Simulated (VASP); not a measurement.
Crystal: FeO (Wuestite).

```
Fe O
1.0
     0.00000    2.15540    2.15540
     2.15540    0.00000    2.15540
     2.15540    2.15540    0.00000
Fe O
1 1
Direct
  0.00000 0.00000 0.00000
  0.50000 0.50000 0.50000
```

Base run:

```yaml
Program: VASP 6.6.1
Functional: PBE
Potentials_or_basis: VASP PAW PBE potentials, release 64 (Fe, O)
Cutoff: 520 eV
k_mesh: 11 × 11 × 11
Occupations: fermi-dirac, width 0.05 eV
Spin: collinear spin, ferromagnetic start
Starting_moments: "[3.0, 0.0] μB"
```

Its results: band gap on the k mesh none (metal or under the smearing width); pressure -0.1 GPa; net moment 4.00 μB per cell; site moments Fe +3.62; O +0.30 μB.

Problem. The run is repeated on the same cell with these changes: functional from PBE to PBEsol. What comes out?

Solution. Band gap on the k mesh none (metal or under the smearing width); pressure -8.2 GPa; net moment 4.00 μB per cell; site moments Fe +3.61; O +0.30 μB.

PBEsol binds more tightly than PBE, so the same cell stands under less pressure.

Caveats: a cell with one magnetic atom can't hold antiferromagnetic order, which such compounds often take; semilocal functionals often make such compounds metallic where correlation or magnetic order opens a gap, which also shifts bond lengths; the PAW data sets were made with another functional, which shifts forces and pressure a little (some runs).

Not every run made on this cell is shown here.
